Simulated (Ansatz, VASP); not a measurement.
SiC: VASP beside Ansatz

```
Si C
1.0
     3.07600    0.00000    0.00000
    -1.53800    2.66389    0.00000
     0.00000    0.00000    5.09848
Si C
2 2
Direct
  0.33333 0.66667 0.00000
  0.66667 0.33333 0.50000
  0.33333 0.66667 0.38500
  0.66667 0.33333 0.88500
```

Change from the starting cell: zz strain of +1 %.

Alike in both runs: task single point; functional PBEsol; k mesh 15 × 15 × 8; occupations fermi-dirac, width 0.08 eV; no spin polarisation.

|  | VASP | Ansatz |
| --- | --- | --- |
| version | VASP 6.6.1 | Ansatz 0.2.0 |
| potentials or method | VASP PAW PBE potentials, release 64 (Si, C), cutoff 520 eV | all-electron LAPW, scalar-relativistic |

```csv
,VASP,Ansatz,Ansatz less VASP
pressure (GPa),-1.3,-1.7,-0.39
largest component of the traceless stress (GPa),6.34,6.22,-0.117
rms of the force components (eV/Å),0.463,0.459,-0.0041
```

Atom by atom the forces differ by 0.004 eV/Å (rms over components). Ansatz ran all-electron here, so the differences hold the error of VASP's frozen core and of both bases.

Caveats: the PAW data sets were made with another functional, which shifts forces and pressure a little (VASP). A k mesh can miss the band edges.
